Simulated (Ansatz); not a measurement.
**Calculated 17O NMR of the central transition for SiO2**

Cell: a structure deposited in the COD, its atoms then relaxed with PBE in this cell.

Space group P4_12_12 (No. 92); a = 4.9640, c = 6.9200 Å.

| site | Wyckoff | site symmetry | x | y | z |
| --- | --- | --- | --- | --- | --- |
| Si | 4a | ..2 | 0.3059 | 0.3059 | 0.0000 |
| O | 8b | 1 | 0.2366 | 0.1180 | 0.1858 |

One atom of each set is listed.

Method: Kohn–Sham DFT in Ansatz, PBE, plane waves and PAW, scalar-relativistic, 420 eV cutoff, Γ-centred 5×5×4 k-points, Fermi–Dirac smearing 0.02 eV.

17O has I = 5/2 and Q = -25.58 mb (Pyykkö 2018); at 35.2 T its Larmor frequency is ν₀ = 203.3 MHz. Only the quadrupole interaction is simulated: positions count from each site's isotropic chemical shift, and J coupling is left out, as are shift anisotropy and dipolar coupling, which fast spinning averages.

(1) Give C_Q, η, the quadrupolar product P_Q = |C_Q|(1 + η²/3)^½, the second-order isotropic shift and the breadth of the pattern (fast magic-angle spinning) for each O site.

Results:

(1) 

```csv
site,first shell,C_Q (MHz),η,P_Q (MHz),δ_QIS (ppm),breadth (kHz)
O,"2 Si at 1.63 Å, angle 142°",-5.82,0.20,5.86,-4.99,2.29
```

δ_QIS = −(ν_Q²/30ν₀²)[I(I+1) − 3/4](1 + η²/3) × 10⁶ ppm with ν_Q = 3|C_Q|/[2I(2I−1)]; it falls as 1/B₀² in ppm, and the breadth as 1/B₀ in kHz.

At O V_zz runs parallel to the line that joins its two neighbours (within 1°).

The relaxation (6 steps) took 49 s of wall time (49 s of CPU time) and 0.43 GiB at its peak, on 1 thread of Arm Neoverse V2 (aarch64; 8 cores open to the job, memory cap 2.5 GiB, no GPU), a shared host with a load of 0.3 a core.
